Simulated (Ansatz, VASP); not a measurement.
**One calculation of ZnSe, two programs**

```
CELL_PARAMETERS angstrom
0.00000 2.61066 2.61066
2.61066 0.00000 2.61066
2.61066 2.61066 0.00000
ATOMIC_POSITIONS crystal
Zn 0.00000 0.00000 0.00000
Se 0.75000 0.75000 0.75000
```

Alike in both runs: functional PBE; k mesh 8 × 8 × 8; no spin polarisation.

Ansatz relaxed the structure, and its values are those at the end. VASP's run is a single point on that final structure, the one shown.

|  | VASP | Ansatz |
| --- | --- | --- |
| version | VASP 6.6.1 | Ansatz 0.2.0 |
| potentials or method | VASP PAW PBE potentials, release 64 (Zn, Se) | scalar-relativistic, plane waves, PAW |
| plane-wave cutoff (eV) | 520 | 420 |
| occupations | gaussian, width 0.01 eV | fixed |
| valence electrons in the cell | 18 | 28 |

```tsv
	VASP	Ansatz	Ansatz less VASP
gap on the k mesh at the Fermi level (eV)	2.30	2.31	+0.010
least direct gap on the mesh (eV)	2.37	2.36	-0.019
```

The two sets of potentials don't hold the same shells in valence.

 A hybrid or GW would open this gap; PBE tends to underestimate it. A k mesh can miss the band edges.
